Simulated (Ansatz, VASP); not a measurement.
Two plane-wave programs on Co

```
Co
1.0
     4.33482    0.00000    0.00000
     0.00000    4.04930    0.00000
     0.00000    0.00000    2.48269
Co
4
Direct
  0.16460 0.75000 0.50010
  0.33540 0.25000 0.00010
  0.66460 0.75000 0.99990
  0.83540 0.25000 0.49990
```

Alike in both runs: functional PBE; k mesh 4 × 6 × 6; occupations gaussian, width 0.1 eV; collinear spin.

Ansatz relaxed the structure, and its values are those at the end. VASP's run is a single point on that final structure, the one shown.

|  | VASP | Ansatz |
| --- | --- | --- |
| version | VASP 6.6.1 | Ansatz 0.2.0 |
| potentials or method | VASP PAW PBE potentials, release 64 (Co) | scalar-relativistic, plane waves, PAW |
| plane-wave cutoff (eV) | 520 | 420 |
| valence electrons in the cell | 36 | 68 |

Ansatz gave:

| Item | Value |
| --- | --- |
| gap on the k mesh at the Fermi level (eV) | none |
| pressure (GPa) | -0.1 |
| net moment per atom (μB) | 1.66 |
| size of the moment on the site where the two differ most (μB) | 1.73 |

Q: What did VASP give for the same quantities?

A: gap on the k mesh at the Fermi level (eV): none; pressure (GPa): -0.8; net moment per atom (μB): 1.65; size of the moment on the site where the two differ most (μB): 1.67.

Site moments also hang on the region over which each program counts them. A gap of «none» marks a metal or a gap that the smearing closes. With one functional, cell and mesh, what is left measures potentials, basis and numerics. The two sets of potentials don't hold the same shells in valence.

Caveats: the k mesh is coarse (spacing up to 0.42 Å⁻¹), so the values aren't converged.
